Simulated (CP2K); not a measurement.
TiAl:

```xyz
2
Lattice="3.1791 0.0000 0.0000 0.0000 3.1791 0.0000 0.0000 0.0000 3.1791" Properties=species:S:1:pos:R:3 pbc="T T T"
Ti    0.0000    0.0000    0.0000
Al    1.5895    1.5895    1.5895
```

The cell comes from a database or a generator and needn't be the stable form of this composition.

Base run:

| Quantity | Value |
| --- | --- |
| Program | CP2K 2026.2 |
| Functional | HLE17 |
| Potentials or basis | POTENTIAL_UZH Ti GTH-PBE-q12, Al GTH-PBE-q3; TZVP-MOLOPT-PBE-GTH basis |
| Density cutoff | 9184 eV |
| k mesh | 8 × 8 × 8 |
| Occupations | fermi-dirac, width 0.05 eV |
| Spin | no spin polarisation |

Its results: band gap on the k mesh none (metal or under the smearing width); pressure -14.1 GPa.

**Question.** The run is repeated on the same cell with these changes: functional from HLE17 to LDA. What comes out?

**Answer.** Band gap on the k mesh none (metal or under the smearing width); pressure -3.4 GPa.

Caveats: the potentials were made for another functional, which shifts forces and pressure; the basis of atomic orbitals isn't converged, which shifts pressures, moduli and gaps; the potentials were made for a functional far from this one (some runs).
